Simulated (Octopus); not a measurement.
## Cr in Octopus: the effect of functional

Crystal: Cr.

```
CELL_PARAMETERS angstrom
-1.48445 1.48445 1.48445
1.48445 -1.48445 1.48445
1.48445 1.48445 -1.48445
ATOMIC_POSITIONS crystal
Cr 0.00000 0.00000 0.00000
```

Alike in all runs:

| Item | Value |
| --- | --- |
| Program | Octopus 16.4 |
| Task | single point |
| Potentials or basis | hgh_lda (LDA) |
| Grid spacing | 0.161 Å |
| k mesh | 10 × 10 × 10 |
| Occupations | fermi-dirac, width 0.05 eV |
| Spin | collinear spin, ferromagnetic start |
| Starting moments | [3.0] μB |

```tsv
functional	moment (μB)
PBE	4.43
LDA	4.18
r2SCAN	4.03
SCAN	4.23
TPSS	4.41
TASK	4.13
TB-mBJ	?
```

Question: What does the run with functional TB-mBJ give?

Answer: Moment 0.13 μB.

Caveats: this is an older set of potentials, less accurate than current ones; a model potential gives levels but no total energy or forces (some runs).
